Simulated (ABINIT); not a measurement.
A calculation with ABINIT 10.8.3 (patched build) of MgO (ASE script, structure from a P1 CIF):

run.py

```python
import json, os
import numpy as np
from ase.units import GPa
from ase.calculators.abinit import Abinit, AbinitProfile
from ase.io import read

atoms = read('MgO.cif')

profile = AbinitProfile(command='abinit', pp_paths=[os.path.abspath('pseudos')])
params = dict(
    pps='pawxml', xc='PBE',
    ecut=625.8619,
    pawecutdg=1224.5124,
    pawxcdev=0,
    kptopt=1,
    ngkpt=[10, 10, 10],
    nshiftk=1,
    shiftk=[0.0, 0.0, 0.0],
    ixc=11,
    nband=12,
    occopt=3,
    tsmear=0.05,
    nstep=100,
    tolvrs=1e-09,
    prtwf=0,
    prtden=0,
)

atoms.calc = Abinit(profile=profile, directory='run', **params)
energy = atoms.get_potential_energy()
forces = atoms.get_forces()
stress = atoms.get_stress()
print(f'energy {energy:.6f} eV')
print('forces (eV/A)')
print(np.round(forces, 5))
print('stress (GPa, Voigt, tension positive)', np.round(stress / GPa, 4))
json.dump(dict(energy=energy, forces=forces.tolist(), stress=stress.tolist(), cell=atoms.cell.tolist(), frac=atoms.get_scaled_positions(wrap=False).tolist()), open('results.json', 'w'))
```

The input MgO.cif:

```cif
data_MgO
_cell_length_a 2.93802090
_cell_length_b 2.93802090
_cell_length_c 2.67968000
_cell_angle_alpha 90.00000000
_cell_angle_beta 90.00000000
_cell_angle_gamma 120.00000000
_space_group_name_H-M_alt 'P1'
_space_group_name_Hall 'P 1'
_space_group_IT_number 1
loop_
_space_group_symop_operation_xyz
'x,y,z'
loop_
_atom_site_label
_atom_site_type_symbol
_atom_site_symmetry_multiplicity
_atom_site_Wyckoff_symbol
_atom_site_fract_x
_atom_site_fract_y
_atom_site_fract_z
_atom_site_occupancy
Mg1 Mg 1 a 0.0000000000 0.0000000000 0.0000000000 1
O1 O 1 a 0.3333333333 0.6666666667 0.5000000000 1
```

Potentials or basis: JTH PAW PBE v2.0.

Command:

```console
$ python run.py
```

Measurements of this composition are mostly on another form, of space group No. 225.

Task: Write the same calculation in another form: native input, structure from a POSCAR.

Result: As run:

The input run.abi:

```
# Pseudopotentials
pp_dirpath "./"
pseudos "Mg.GGA_PBE-JTH.xml, O.GGA_PBE-JTH.xml"

# Structure
structure "poscar:POSCAR"
natom 2

# Plane-wave basis
ecut 23.0
pawecutdg 45.0
pawxcdev 0

# k points
kptopt 1
ngkpt 10 10 10
nshiftk 1
shiftk 0.0 0.0 0.0

# Exchange and correlation
ixc 11

# Bands and occupations
nband 12
occopt 3
tsmear 0.00183747

# SCF cycle
nstep 100
tolvrs 1.0e-9

# Output
iomode 3
prtwf 0
prtden 0
prteig 0
prtebands 0
```

File POSCAR:

```
MgO
1.0
    2.9380209034      0.0000000000      0.0000000000
   -1.4690104517      2.5444007392      0.0000000000
    0.0000000000      0.0000000000      2.6796800000
Mg O
1 1
Direct
    0.0000000000      0.0000000000      0.0000000000  Mg
    0.3333333333      0.6666666667      0.5000000000  O
```

Potentials or basis: JTH PAW PBE v2.0.

Command:

```console
$ abinit run.abi > log 2>&1
```

Both were run:

|  | ASE script, structure from a P1 CIF | native input, structure from a POSCAR |
| --- | --- | --- |
| Pressure | 0.1 GPa | 0.1 GPa |
| Band gap on the k mesh | 3.01 eV, indirect (least direct gap 3.40 eV) | 3.01 eV, indirect (least direct gap 3.40 eV) |
| Valence electrons inside the program's atomic spheres | Mg 8.26; O 4.58 | Mg 8.26; O 4.58 |

Keys that steer only the numerical path or the files written may differ.
